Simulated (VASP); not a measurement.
Wanted: the native input for a VASP 6.6.1 run.

* Task: band structure
* Functional: r2SCAN
* Potentials or basis: VASP PAW PBE potentials, release 64 (Ti_sv, B)
* Cutoff: 520 eV
* k mesh: 15 × 15 × 11
* Occupations: methfessel-paxton, width 0.1 eV
* Spin: no spin polarisation
* Further INCAR settings: ALGO = Normal; EDIFF = 1e-06

The structure of TiB2 lies in POSCAR:

```
TiB2                                    
1.0
    3.0187675783      0.0000000000      0.0000000000
   -1.5093837891      2.6143294108      0.0000000000
    0.0000000000      0.0000000000      3.1857412020
  Ti              B             
     1     2
Direct
     0.0000000000000000    0.0000000000000000    0.0000000000000000
     0.3333333332999970    0.6666666667000030    0.5000000000000000
     0.6666666667000030    0.3333333332999970    0.5000000000000000
```

The input as run:

INCAR

```
SYSTEM = TiB2
  ALGO = Normal
  EDIFF = 1E-6
  ENCUT = 520
  ISIF = 2
  ISMEAR = 1
  LASPH = .TRUE.
  LCHARG = .FALSE.
  LMAXMIX = 4
  LMIXTAU = .TRUE.
  LREAL = .FALSE.
  LWAVE = .FALSE.
  METAGGA = R2SCAN
  NELM = 80
  PREC = Accurate
  SIGMA = 0.1
```

KPOINTS

```
k-points
0
G
  15 15 11
  0 0 0
```

KPOINTS_OPT

```
explicit points
213
Reciprocal
 0.0000000000  0.0000000000  0.0000000000 1
 0.0357142857  0.0000000000  0.0000000000 1
 0.0714285714  0.0000000000  0.0000000000 1
 0.1071428571  0.0000000000  0.0000000000 1
 0.1428571429  0.0000000000  0.0000000000 1
 0.1785714286  0.0000000000  0.0000000000 1
[... 205 lines left out ...]
 0.5000000000  0.0000000000  0.0179835500 1
 0.5000000000  0.0000000000 -0.0179835500 1
```

Potentials or basis: VASP PAW PBE potentials, release 64 (Ti_sv, B).

Launch:

```bash
$ cat potpaw_PBE.64/Ti_sv/POTCAR potpaw_PBE.64/B/POTCAR > POTCAR
$ mpirun -np 1 vasp_std > vasp.out
```

It gave:

The pressure is 4.7 GPa. The band gap along the path is none (metal or under the smearing width).

Caveat: the PAW data sets were made with another functional, which shifts forces and pressure a little.

Run time: 2 min on 1 thread of Intel(R) Xeon(R) 6975P-C (Granite Rapids), with other jobs on the host, peak memory 0.21 GiB.
